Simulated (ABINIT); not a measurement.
Runs of ABINIT 10.8.3 (patched build) on TiB2. Symmetry: P6/mmm, No. 191, hexagonal system. The conventional cell has a = 3.029 Å, b = 3.029 Å, c = 3.228 Å, α = 90.00°, β = 90.00°, γ = 120.00°. Ti (site symmetry 6/mmm) is surrounded by 12 B at 2.38 Å. B (site symmetry -6m2) has 3 B at 1.75 Å as nearest neighbours. 

| task | level | potentials or basis | cell | k mesh | cutoff (eV) | cell freedom (optcell) | optimiser (ionmov) | cutoff smearing ecutsm (Ha) | force stop (Ha/bohr) | bands in the sums | gap on the mesh (eV) | pressure (GPa) | relaxed volume (Å³/atom) |
| --- | --- | --- | --- | --- | --- | --- | --- | --- | --- | --- | --- | --- | --- |
| single point | PBE | PseudoDojo NC SR PBE v0.5 stringent | as given | 8 × 8 × 6 | 1034 | - | - | - | - | - | none | -0.1 | - |
| relaxation of cell and atoms | LDA | PseudoDojo NC SR LDA v0.4.1 standard | relaxed | 8 × 8 × 6 | 1143 | 2 | 2 | 0.5 | 2e-05 | - | none | 0.0 | 8.18 |
| single point | RPBE | PseudoDojo NC SR PBE v0.5 stringent | as given | 8 × 8 × 6 | 1034 | - | - | - | - | - | none | 2.5 | - |
| single point | PBEsol | PseudoDojo NC SR PBEsol v0.4 stringent | as given | 8 × 8 × 6 | 1034 | - | - | - | - | - | none | (b) | - |
| relaxation of cell and atoms | PBEsol | PseudoDojo NC SR PBEsol v0.4.1 standard | relaxed | 8 × 8 × 6 | 1143 | 2 | 2 | 0.5 | 2e-05 | - | none | 0.0 | 8.38 |
| optical spectrum | PBE | PseudoDojo NC SR PBE v0.5 stringent | as given | 12 × 12 × 8, shifted | 1034 | - | - | - | - | 21 | - | -0.1 | - |
| relaxation of cell and atoms | PBE | PseudoDojo NC SR PBE v0.4.1 standard | relaxed | 8 × 8 × 6 | 1143 | 2 | 2 | 0.5 | 2e-05 | - | none | 0.0 | (a) |

Alike in all rows: no spin polarisation; smearing fermi-dirac 0.05 eV.

Q: Estimate the missing entries.

A: (a) 8.55; (b) -4.9.

Caveats: the potentials were made for another functional, which shifts forces and pressure (some runs); the intraband (Drude) term is left out (some runs); spectra need much finer meshes, so this one isn't converged (some runs).

A k mesh can miss the band edges.

A gap of «none» marks a metal or a gap under the smearing width.

Not every run made on this cell is shown here.
